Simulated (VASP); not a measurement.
For cubic CsCl (CsCl type), PBE GGA, VASP's PBE PAW potentials (set 64) (VASP 6.6.1) gives ε∞ = 2.74, a static ε₀ = 10.09 and a transverse optical mode at 75 cm⁻¹.

Task: Estimate the longitudinal optical frequency at Γ.

Result: By the Lyddane-Sachs-Teller relation, ω_LO = ω_TO √(ε₀/ε∞) = 75 × √(10.09/2.74) = 144 cm⁻¹.

Measured: ε∞ 2.62 at 297 K (computed value off by +4.5 %), as given by H. H. Li, Journal of Physical and Chemical Reference Data (1976), doi:10.1063/1.555536 [long-wavelength limit of the electronic terms of a dispersion formula fitted to measured refractive indices over 0.18-40.0 um; lattice terms left out].

The compound is CsCl in the CsCl type structure. It was relaxed first, which changed the volume by +7 %.
